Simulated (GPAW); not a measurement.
Here is a GPAW 26.7.0 calculation.

The input run.py:

```python
from ase import Atoms
from ase.filters import FrechetCellFilter
from ase.io import write
from ase.optimize import BFGS
from gpaw import GPAW, PW, setup_paths

setup_paths.insert(0, '.')

atoms = Atoms(['Cd', 'S'],
              cell=[[0.0, 2.753244, 2.753244],
                    [2.753244, 0.0, 2.753244],
                    [2.753244, 2.753244, 0.0]],
              scaled_positions=[[0.0, 0.0, 0.0],
                                [0.5, 0.5, 0.5]],
              pbc=True)

calc = GPAW(mode=PW(600),
            xc='PBEsol',
            kpts={'size': (6, 6, 6), 'gamma': True},
            occupations={'name': 'fermi-dirac', 'width': 0.05},
            nbands=18,
            convergence={'density': 1e-05, 'forces': 0.0001},
            maxiter=150,
            txt='gpaw.txt')
atoms.calc = calc
opt = BFGS(FrechetCellFilter(atoms), trajectory='relax.traj', logfile='-')
done = opt.run(fmax=0.02, steps=60)
calc.write('gs.gpw')
write('result.traj', atoms)
print('Converged:', done)
print('Cell:', atoms.cell.cellpar().round(4))
print('Volume:', round(atoms.get_volume(), 4))
print(atoms.get_scaled_positions().round(5))
```

Potentials or basis: PAW data sets generated in the run's folder for this functional, pw.

Run with:

```console
$ gpaw-setup -f PBEsol Cd S
$ OMP_NUM_THREADS=1 python run.py
```

Problem. Estimate the relaxed volume.

Solution. 19.61 Å³/atom.

Problem. Estimate the relaxed cell.

Solution. a = 3.813 Å, b = 3.813 Å, c = 3.813 Å, α = 60.00°, β = 60.00°, γ = 60.00°.

Problem. Predict the space group after relaxing (to 0.05 Å).

Solution. Fm-3m (No. 225).

Step by step:
```csv
step,energy change (eV),largest force (eV/Å),pressure (GPa),volume (Å³)
1,0.0000,0.0000,-4.60,41.74
2,-0.0138,0.0000,-3.77,41.21
3,-0.0376,0.0000,0.40,39.02
4,-0.0379,0.0000,-0.03,39.21
```

Caveat: later steps reuse the first step's grids.
